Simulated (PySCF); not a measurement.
## Atomic charges against the basis set

Propanoic acid, C₃H₆O₂.
SMILES with atom numbers: `[CH3:1][CH2:2][C:3](=[O:4])[OH:5]` (hydrogens: H6, H7, H8 on C1; H9, H10 on C2; H11 on O5)

PBE0 throughout (PySCF), one geometry, spherical d and f functions. Isolated species at its PBE0-D3(BJ)/def2-SVP geometry (one conformer only). Atoms taken as equivalent share a column and are averaged. The first 7 of 8 kinds of atom are listed.

Mulliken charges (e):

```csv
basis,functions,C1,C2,C3,O4,O5,H6/H7/H8,H9/H10
STO-3G,31,-0.230,-0.166,+0.234,-0.248,-0.259,+0.085,+0.092
6-31G,57,-0.485,-0.390,+0.494,-0.412,-0.561,+0.179,+0.210
pcSseg-0,57,-0.633,-0.604,+0.651,-0.484,-0.595,+0.243,+0.278
6-31G*,82,-0.522,-0.432,+0.587,-0.444,-0.601,+0.187,+0.209
def2-SVP,100,-0.067,-0.133,+0.163,-0.247,-0.206,+0.052,+0.073
cc-pVDZ,100,-0.073,-0.127,+0.180,-0.255,-0.183,+0.053,+0.072
pcSseg-1,115,-0.269,-0.314,+0.433,-0.407,-0.363,+0.125,+0.154
aug-cc-pVDZ,169,+0.501,+0.241,+0.665,-0.561,-0.477,-0.113,-0.101
"6-311+G(2d,p)",171,-0.547,-0.085,+0.419,-0.476,-0.394,+0.156,+0.158
def2-TZVP,191,-0.347,-0.210,+0.271,-0.322,-0.368,+0.128,+0.132
cc-pVTZ,234,-0.288,-0.207,+0.279,-0.302,-0.249,+0.105,+0.118
IGLO-III,235,-0.324,-0.267,+0.512,-0.463,-0.400,+0.123,+0.138
```

IAO charges (e):

```
        basis  functions      C1      C2      C3      O4      O5  H6/H7/H8  H9/H10
       STO-3G         31  -0.393  -0.303  +0.269  -0.259  -0.296    +0.138  +0.147
        6-31G         57  -0.431  -0.311  +0.477  -0.438  -0.466    +0.154  +0.171
     pcSseg-0         57  -0.423  -0.324  +0.475  -0.433  -0.451    +0.152  +0.172
       6-31G*         82  -0.411  -0.307  +0.533  -0.463  -0.481    +0.147  +0.161
     def2-SVP        100  -0.400  -0.302  +0.527  -0.458  -0.476    +0.142  +0.158
      cc-pVDZ        100  -0.410  -0.306  +0.529  -0.458  -0.480    +0.146  +0.160
     pcSseg-1        115  -0.410  -0.306  +0.534  -0.468  -0.485    +0.147  +0.162
  aug-cc-pVDZ        169  -0.422  -0.311  +0.543  -0.474  -0.498    +0.150  +0.166
6-311+G(2d,p)        171  -0.424  -0.313  +0.545  -0.476  -0.498    +0.151  +0.167
    def2-TZVP        191  -0.424  -0.314  +0.548  -0.476  -0.497    +0.151  +0.166
      cc-pVTZ        234  -0.425  -0.315  +0.546  -0.473  -0.496    +0.151  +0.166
     IGLO-III        235  -0.425  -0.314  +0.546  -0.476  -0.499    +0.152  +0.167
```

Hirshfeld charges (e):

| basis | functions | C1 | C2 | C3 | O4 | O5 | H6/H7/H8 | H9/H10 |
| --- | --- | --- | --- | --- | --- | --- | --- | --- |
| STO-3G | 31 | -0.036 | -0.017 | +0.160 | -0.213 | -0.137 | +0.018 | +0.022 |
| 6-31G | 57 | -0.099 | -0.052 | +0.212 | -0.276 | -0.187 | +0.039 | +0.051 |
| pcSseg-0 | 57 | -0.103 | -0.057 | +0.213 | -0.264 | -0.179 | +0.038 | +0.047 |
| 6-31G* | 82 | -0.099 | -0.054 | +0.208 | -0.279 | -0.179 | +0.039 | +0.050 |
| def2-SVP | 100 | -0.113 | -0.069 | +0.216 | -0.268 | -0.174 | +0.041 | +0.050 |
| cc-pVDZ | 100 | -0.110 | -0.068 | +0.206 | -0.262 | -0.169 | +0.041 | +0.050 |
| pcSseg-1 | 115 | -0.116 | -0.071 | +0.217 | -0.269 | -0.176 | +0.043 | +0.052 |
| aug-cc-pVDZ | 169 | -0.122 | -0.079 | +0.209 | -0.265 | -0.177 | +0.046 | +0.057 |
| 6-311+G(2d,p) | 171 | -0.114 | -0.075 | +0.205 | -0.269 | -0.178 | +0.045 | +0.056 |
| def2-TZVP | 191 | -0.118 | -0.075 | +0.209 | -0.269 | -0.178 | +0.045 | +0.056 |
| cc-pVTZ | 234 | -0.119 | -0.075 | +0.211 | -0.267 | -0.176 | +0.044 | +0.055 |
| IGLO-III | 235 | -0.122 | -0.079 | +0.209 | -0.266 | -0.178 | +0.046 | +0.057 |

ESP-fitted charges (e):

| basis | functions | C1 | C2 | C3 | O4 | O5 | H6/H7/H8 | H9/H10 |
| --- | --- | --- | --- | --- | --- | --- | --- | --- |
| STO-3G | 31 | -0.392 | -0.091 | +0.610 | -0.403 | -0.526 | +0.111 | +0.058 |
| 6-31G | 57 | -0.386 | -0.057 | +0.820 | -0.592 | -0.752 | +0.112 | +0.067 |
| pcSseg-0 | 57 | -0.482 | -0.061 | +0.869 | -0.602 | -0.759 | +0.136 | +0.070 |
| 6-31G* | 82 | -0.437 | +0.056 | +0.617 | -0.513 | -0.618 | +0.120 | +0.047 |
| def2-SVP | 100 | -0.383 | +0.045 | +0.642 | -0.526 | -0.611 | +0.105 | +0.042 |
| cc-pVDZ | 100 | -0.394 | +0.058 | +0.588 | -0.499 | -0.581 | +0.108 | +0.042 |
| pcSseg-1 | 115 | -0.413 | +0.073 | +0.675 | -0.552 | -0.642 | +0.113 | +0.038 |
| aug-cc-pVDZ | 169 | -0.436 | +0.107 | +0.636 | -0.544 | -0.622 | +0.119 | +0.035 |
| 6-311+G(2d,p) | 171 | -0.457 | +0.115 | +0.623 | -0.539 | -0.633 | +0.124 | +0.037 |
| def2-TZVP | 191 | -0.448 | +0.114 | +0.622 | -0.537 | -0.625 | +0.121 | +0.035 |
| cc-pVTZ | 234 | -0.437 | +0.097 | +0.605 | -0.523 | -0.604 | +0.119 | +0.038 |
| IGLO-III | 235 | -0.442 | +0.114 | +0.611 | -0.535 | -0.615 | +0.120 | +0.036 |

Which scheme is steadiest as the basis changes?

Largest range over the bases for any column: Hirshfeld 0.09 e, IAO 0.28 e, ESP-fitted 0.28 e, Mulliken 1.13 e. Hirshfeld charges move least and Mulliken charges most, counted in e. Without the minimal STO-3G basis the ranges are Hirshfeld 0.03, IAO 0.07, ESP-fitted 0.28, Mulliken 1.13 e.

How much do the charges still move between the two largest bases, cc-pVTZ and IGLO-III?

At most, over all atoms: Mulliken 0.233 e, IAO 0.003 e, Hirshfeld 0.004 e, ESP-fitted 0.018 e.

What do the same runs give for the total energy, the frontier levels and the dipole moment?

```tsv
basis	energy (Eh)	HOMO (eV)	LUMO (eV)	μ (D)
STO-3G	-264.5947	-4.29	3.88	0.91
6-31G	-268.0037	-7.98	0.33	1.40
pcSseg-0	-267.4559	-8.19	0.25	1.41
6-31G*	-268.0919	-7.76	0.69	1.48
def2-SVP	-267.9049	-7.93	0.53	1.52
cc-pVDZ	-268.1189	-7.77	0.66	1.50
pcSseg-1	-268.0761	-8.10	0.34	1.60
aug-cc-pVDZ	-268.1408	-8.10	-0.15	1.67
6-311+G(2d,p)	-268.1872	-8.14	0.18	1.64
def2-TZVP	-268.2095	-8.08	0.30	1.63
cc-pVTZ	-268.2008	-8.02	0.38	1.61
IGLO-III	-268.2161	-8.12	0.20	1.67
```

The dipole is fixed by the density alone, so its range of 0.76 D shows that the density itself changes with the basis, not only its division among atoms.
